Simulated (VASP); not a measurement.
# Mn3Si (Fm-3m) in VASP: single point with r2SCAN

Aim: the single point of Mn3Si with r2SCAN.

Everything below comes from runs of VASP 6.6.1. Logs are shortened: lines on timing, memory, paths and dates and some standing lists are left out, and cuts for length are marked.

## (1) The structure

Symmetry: Fm-3m, No. 225, cubic system. Conventional cell: a = 5.942 Å, b = 5.942 Å, c = 5.942 Å, α = 90.00°, β = 90.00°, γ = 90.00°. Around Mn (site symmetry m-3m) lie 8 Mn at 2.57 Å. Mn (site symmetry -43m) has 4 Mn at 2.57 Å and 4 Si at 2.57 Å as nearest neighbours. Around Si (site symmetry m-3m) lie 8 Mn at 2.57 Å.

## (2) Single point, r2SCAN, collinear spin, typed start

POSCAR reads:

```
Mn3Si
1.0
    0.0000000000      2.9711451251      2.9711451251
    2.9711451251      0.0000000000      2.9711451251
    2.9711451251      2.9711451251      0.0000000000
Mn Si
3 1
Direct
    0.5000000000      0.5000000000      0.5000000000
    0.2500000000      0.2500000000      0.2500000000
    0.7500000000      0.7500000000      0.7500000000
    0.0000000000      0.0000000000      0.0000000000
```

INCAR.step1 reads:

```
SYSTEM = Mn3Si
  PREC = Accurate
  ENCUT = 520
  ISMEAR = -1
  SIGMA = 0.1
  LREAL = .False.
  LASPH = .True.
  NELM = 150
  ISPIN = 2
  MAGMOM = 4 4 4 0
  LMAXMIX = 4
  NBANDS = 34
  GGA = PE
  ALGO = Normal
  EDIFF = 1E-4
  LWAVE = .True.
  LCHARG = .False.
```

INCAR.step2 reads:

```
SYSTEM = Mn3Si
  PREC = Accurate
  ENCUT = 520
  EDIFF = 1E-6
  ISMEAR = -1
  SIGMA = 0.1
  LREAL = .False.
  LASPH = .True.
  NELM = 150
  ALGO = Normal
  ISIF = 2
  LWAVE = .False.
  LCHARG = .False.
  ISPIN = 2
  MAGMOM = 4 4 4 0
  LORBIT = 11
  LMAXMIX = 4
  METAGGA = R2SCAN
  LMIXTAU = .True.
  NBANDS = 34
  ISTART = 1
```

KPOINTS reads:

```
Automatic mesh
0
Gamma
  8 8 8
  0 0 0
```

Potentials or basis: VASP PAW PBE potentials, release 64 (Mn_pv, Si).

Command:

```
> cat potpaw_PBE.64/Mn_pv/POTCAR potpaw_PBE.64/Si/POTCAR > POTCAR
> cp INCAR.step1 INCAR
> mpirun -np 1 vasp_std > vasp.out
> cp INCAR.step2 INCAR
> mpirun -np 1 vasp_std > vasp.out
```

OUTCAR:

```text
SYSTEM = Mn3Si
   PREC = Accurate
   ENCUT = 520
   EDIFF = 1E-6
   ISMEAR = -1
   LREAL = .False.
   LASPH = .True.
   NELM = 150
   ISIF = 2
   ISPIN = 2
   LORBIT = 11
   METAGGA = R2SCAN
   ISTART = 1

 ion  position               nearest neighbor table
   1  0.500  0.500  0.500-   2 2.57   2 2.57   2 2.57   2 2.57   3 2.57   3 2.57   3 2.57   3 2.57
                             4 2.97   4 2.97   4 2.97   4 2.97   4 2.97   4 2.97
   2  0.250  0.250  0.250-   4 2.57   4 2.57   4 2.57   1 2.57   4 2.57   1 2.57   1 2.57   1 2.57
                             3 2.97   3 2.97   3 2.97   3 2.97   3 2.97   3 2.97
   3  0.750  0.750  0.750-   1 2.57   1 2.57   1 2.57   1 2.57   4 2.57   4 2.57   4 2.57   4 2.57
                             2 2.97   2 2.97   2 2.97   2 2.97   2 2.97   2 2.97
   4  0.000  0.000  0.000-   3 2.57   3 2.57   3 2.57   2 2.57   3 2.57   2 2.57   2 2.57   2 2.57
                             1 2.97   1 2.97   1 2.97   1 2.97   1 2.97   1 2.97

  LATTYP: Found a face centered cubic cell.
 ALAT       =     5.9422902502

  Lattice vectors:

 A1 = (   0.0000000000,   2.9711451251,   2.9711451251)
 A2 = (   2.9711451251,   0.0000000000,   2.9711451251)
 A3 = (   2.9711451251,   2.9711451251,   0.0000000000)

Analysis of symmetry for initial positions (statically):
=====================================================================
 Subroutine PRICEL returns:
 Original cell was already a primitive cell.

 Routine SETGRP: Setting up the symmetry group for a
 face centered cubic supercell.

 Subroutine GETGRP returns: Found 48 space group operations
 (whereof 48 operations were pure point group operations)
 out of a pool of 48 trial point group operations.

The static configuration has the point symmetry O_h .

Analysis of symmetry for dynamics (positions and initial velocities):
=====================================================================
 Subroutine PRICEL returns:
 Original cell was already a primitive cell.

 Routine SETGRP: Setting up the symmetry group for a
 face centered cubic supercell.

 Subroutine GETGRP returns: Found 48 space group operations
 (whereof 48 operations were pure point group operations)
 out of a pool of 48 trial point group operations.

The dynamic configuration has the point symmetry O_h .

Analysis of structural, dynamic, and magnetic symmetry:
=====================================================================
 Subroutine PRICEL returns:
 Original cell was already a primitive cell.

 Routine SETGRP: Setting up the symmetry group for a
 face centered cubic supercell.

 Subroutine GETGRP returns: Found 48 space group operations
 (whereof 48 operations were pure point group operations)
 out of a pool of 48 trial point group operations.

The overall configuration has the point symmetry O_h .

 Subroutine INISYM returns: Found 48 space group operations
 (whereof 48 operations are pure point group operations),
 and found     1 'primitive' translations

----------------------------------------------------------------------------------------

                                     Primitive cell

  volume of cell :      52.4568

  direct lattice vectors                    reciprocal lattice vectors
     0.000000000  2.971145125  2.971145125    -0.168285284  0.168285284  0.168285284
     2.971145125  0.000000000  2.971145125     0.168285284 -0.168285284  0.168285284
     2.971145125  2.971145125  0.000000000     0.168285284  0.168285284 -0.168285284

  length of vectors
     4.201833732  4.201833732  4.201833732     0.291478661  0.291478661  0.291478661

  position of ions in fractional coordinates (direct lattice)
     0.500000000  0.500000000  0.500000000
     0.250000000  0.250000000  0.250000000
     0.750000000  0.750000000  0.750000000
     0.000000000  0.000000000  0.000000000

  ion indices of the primitive-cell ions
   primitive index   ion index
                 1           1
                 2           2
                 3           3
                 4           4

----------------------------------------------------------------------------------------

 KPOINTS: Automatic mesh

Automatic generation of k-mesh.
 Grid dimensions read from file:
 generate k-points for:    8    8    8

 Generating k-lattice:

  Cartesian coordinates                     Fractional coordinates (reciprocal lattice)
[... 21 lines left out ...]
  0.500000  0.000000  0.000000      4.000000
  0.125000  0.125000  0.000000      6.000000
[... 16 lines left out ...]
  0.500000  0.250000  0.125000     48.000000
 -0.375000  0.250000  0.125000     24.000000
 [... further k-points ...]
   k-points           NKPTS =     29   k-points in BZ     NKDIM =     29   number of bands    NBANDS=     34
   number of dos      NEDOS =    301   number of ions     NIONS =      4
   total plane-waves  NPLWV =  32768
   dimension x,y,z NGX =    32 NGY =   32 NGZ =   32
   dimension x,y,z NGXF=    64 NGYF=   64 NGZF=   64
   ions per type =               3   1
   NGX,Y,Z   is equivalent  to a cutoff of  12.66, 12.66, 12.66 a.u.
   NGXF,Y,Z  is equivalent  to a cutoff of  25.32, 25.32, 25.32 a.u.
 SYSTEM =  Mn3Si
   PREC   = accura    normal or accurate (medium, high low for compatibility)
   ISTART =      1    job   : 0-new  1-cont  2-samecut
   ICHARG =      0    charge: 1-file 2-atom 10-const
   ISPIN  =      2    spin polarized calculation?
   LNONCOLLINEAR =      F non collinear calculations
   LSORBIT =      F    spin-orbit coupling
   LASPH  =      T    aspherical Exc in radial PAW
   ENCUT  =  520.0 eV  38.22 Ry    6.18 a.u.   7.81  7.81  7.81*2*pi/ulx,y,z
   NELM   =    150;   NELMIN=  2; NELMDL=  0     # of ELM steps
   EDIFF  = 0.1E-05   stopping-criterion for ELM
   LREAL  =      F    real-space projection
   EDIFFG = 0.1E-04   stopping-criterion for IOM
   NSW    =      0    number of steps for IOM
   IBRION =     -1    ionic relax: 0-MD 1-quasi-New 2-CG
   NFREE  =      0    steps in history (QN), initial steepest desc. (CG)
   ISIF   =      2    stress and relaxation
   ISYM   =      2    0-nonsym 1-usesym 2-fastsym
   POTIM  = 0.5000    time-step for ionic-motion
   TEBEG  =    0.0;   TEEND  =   0.0 temperature during run
   PSTRESS=    0.0 pullay stress
   NELECT =      43.0000    total number of electrons
   NUPDOWN=      -1.0000    fix difference up-down
   EMIN   =  10.00;   EMAX   =-10.00  energy-range for DOS
   EFERMI =   0.00;   METHOD = LEGACY
   ISMEAR =    -1;   SIGMA  =   0.10  broadening in eV -4-tet -1-fermi 0-gaus
   EFERMI_NEDOS =   21; number of points for ismear=-14 and -15
   IALGO  =     38    algorithm
   IMIX   =      4    mixing-type and parameters
     AMIX     =   0.40;   BMIX     =  1.00
     AMIX_MAG =   1.60;   BMIX_MAG =  1.00
  volume/ion in A,a.u.               =      13.11        88.50
  Fermi-wavevector in a.u.,A,eV,Ry     =   1.532135  2.895316 31.938841  2.347439
  Thomas-Fermi vector in A             =   2.639383
   LORBIT       =     11    0 simple, 1 ext, 2 COOP (PROOUT), +10 PAW based schemes
   METAGGA = R2SCAN    functional components
   LHFCALC =     F    Hartree Fock is set to
   AEXX    =    0.0000 exact exchange contribution
   IVDW    =     0    specifies the selected vdW correction
   LEPSILON=     F    determine dielectric tensor
   LRPA    =     F    only Hartree local field effects (RPA)
 spin polarized calculation
  energy-cutoff  :      520.00
  volume of cell :       52.46
 maximum number of plane-waves:      1428
   NGX = 15   NGY = 15   NGZ = 15

 number of electron      42.9999971 magnetization       7.2088701

 Free energy of the ion-electron system (eV)
  ---------------------------------------------------
  ext. energy  EPLUGINS =         0.00000000
  ---------------------------------------------------
  free energy    TOTEN  =       -53.46899470 eV

  energy without entropy =      -53.39423536  energy(sigma->0) =      -53.43161503

 E-fermi :   9.2976     XC(G=0): -13.5288

 val. band max:        9.2842092633   @ k =  -0.3750   0.1250   0.0000
 cond. band min:       9.3348153211   @ k =  -0.2500   0.5000   0.2500
 fundamental gap:      0.0506060578
 Fermi energy:         9.2976495645

 spin component 1

 k-point     1 :       0.0000    0.0000    0.0000
  band No.  band energies     occupation
      1     -42.7107      1.00000
      2     -42.7107      1.00000
      3     -42.7105      1.00000
      4     -42.6649      1.00000
      5     -42.6649      1.00000
      6     -42.6647      1.00000
[... 853 lines left out ...]
     32      17.3169      0.00000
     33      18.2096      0.00000

 [... further k-points ...]

 spin component 2

 k-point     1 :       0.0000    0.0000    0.0000
  band No.  band energies     occupation
      1     -39.4765      1.00000
      2     -39.4765      1.00000
      3     -39.4744      1.00000
      4     -38.0646      1.00000
      5     -38.0646      1.00000
      6     -38.0643      1.00000
[... 853 lines left out ...]
     32      18.4311      0.00000
     33      19.2139      0.00000

 [... further k-points ...]

 [bands above 33 left out]

------------------------ aborting loop because EDIFF is reached ----------------------------------------

  FORCE on cell =-STRESS in cart. coord.  units (eV):
  Direction    XX          YY          ZZ          XY          YZ          ZX
  --------------------------------------------------------------------------------------
  -------------------------------------------------------------------------------------
  Total       -3.1104141     -3.1104141     -3.1104141     -0.0000000     -0.0000000      0.0000000
  in kB      -95.0007875    -95.0007875    -95.0007875     -0.0000000     -0.0000000      0.0000000
  external PRESSURE =     -95.0007875 kB  Pullay stress =       0.0000000 kB

 VOLUME and BASIS-vectors are now :
 -----------------------------------------------------------------------------
  energy-cutoff  :      520.00
  volume of cell :       52.46
      direct lattice vectors                 reciprocal lattice vectors
     0.000000000  2.971145125  2.971145125    -0.168285284  0.168285284  0.168285284
     2.971145125  0.000000000  2.971145125     0.168285284 -0.168285284  0.168285284
     2.971145125  2.971145125  0.000000000     0.168285284  0.168285284 -0.168285284

 POSITION                                       TOTAL-FORCE (eV/Angst)
 -----------------------------------------------------------------------------------
      2.97115      2.97115      2.97115        -0.000000      0.000000      0.000000
      1.48557      1.48557      1.48557        -0.000000     -0.000000     -0.000000
      4.45672      4.45672      4.45672         0.000000     -0.000000      0.000000
      0.00000      0.00000      0.00000        -0.000000      0.000000      0.000000
 -----------------------------------------------------------------------------------
    total drift:                               -0.000000     -0.000000      0.000000

  FREE ENERGIE OF THE ION-ELECTRON SYSTEM (eV)
  ---------------------------------------------------
  free  energy   TOTEN  =       -53.4689946978 eV

  energy  without entropy=      -53.3942353621  energy(sigma->0) =      -53.43161503

 total charge

# of ion       s       p       d       tot
------------------------------------------
    1        0.350   6.270   5.145  11.765
    2        0.342   6.307   5.038  11.687
    3        0.342   6.307   5.038  11.687
    4        0.707   0.873   0.000   1.579
--------------------------------------------------
tot          1.740  19.757  15.222  36.719

 magnetization (x)

# of ion       s       p       d       tot
------------------------------------------
    1       -0.041  -0.026   0.691   0.624
    2        0.031   0.015   3.285   3.332
    3        0.031   0.015   3.285   3.332
    4       -0.006  -0.077   0.000  -0.083
--------------------------------------------------
tot          0.016  -0.072   7.261   7.206
```

It took 4.1 min on 1 thread of Intel Xeon 6975P-C (Granite Rapids), shared host; peak memory 0.26 GiB.

Results:

```yaml
Free_energy: -53.4690 eV
Pressure: -9.5 GPa
Band_gap_on_the_k_mesh: none (metal or under the smearing width)
Net_moment: 7.21 μB per cell
Site_moments: Mn +0.62, +3.33; Si -0.08 μB
Valence_electrons_inside_the_program's_atomic_spheres: Mn 11.77, 11.69; Si 1.58
```

Caveat: the PAW data sets were made with another functional, which shifts forces and pressure a little.
